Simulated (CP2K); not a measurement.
**AlN under changes of volume**

One of the cells (10.417 Å³/atom); the others are scaled copies at fixed shape and fractional positions:

```xyz
2
Lattice="3.0886 0.0000 0.0000 1.5443 2.6748 0.0000 1.5443 0.8916 2.5219" Properties=species:S:1:pos:R:3 pbc="T T T"
Al    0.0000    0.0000    0.0000
N     1.5443    0.8916    0.6305
```

Measurements of this composition are mostly on another form, of space group No. 186.

* Program: CP2K 2026.2
* Functional: r2SCAN
* Potentials or basis: POTENTIAL_UZH Al GTH-SCAN-q3, N GTH-SCAN-q5; TZVP-MOLOPT-SCAN-GTH basis
* Density cutoff: 9184 eV
* k mesh: 10 × 10 × 10
* Occupations: fermi-dirac, width 0.01 eV
* Spin: no spin polarisation

| volume (Å³/atom) | energy over the lowest point (meV/atom) | pressure (GPa) | gap on the mesh (eV) |
| --- | --- | --- | --- |
| 9.792 | 16.76 | 11.4 | 4.06 |
| 10.001 | 5.27 | 6.4 | 4.04 |
| 10.209 | 0.00 | 1.8 | 4.02 |
| 10.417 | ? | ? | ? |
| 10.626 | 5.82 | -6.1 | 3.99 |
| 10.834 | 15.96 | -9.5 | 3.97 |
| 11.042 | 30.34 | -12.6 | 3.95 |

Task: What does the run at 10.417 Å³/atom give?

Result: Energy over the lowest point 0.32 meV/atom; pressure -2.3 GPa; gap on the mesh 4.01 eV.

Worked out: A Birch-Murnaghan fit of order 3 (a polynomial in V^(-2/3)) to the other rows has its minimum at 10.30 Å³/atom with B0 = V·E''(V) = 205 GPa and B' = 3.6. It gives 0.34 meV/atom at 10.417 Å³/atom, against the run's 0.32, and -dE/dV = -2.3 GPa, against -2.3. A straight line through the other rows of the gap, of slope -0.892 eV per unit of ln V, gives 4.00 eV, against the run's 4.01.

Energies are extrapolated to zero smearing.

Caveats: the basis of atomic orbitals isn't converged, which shifts pressures, moduli and gaps.

A mesh can miss the band edges.
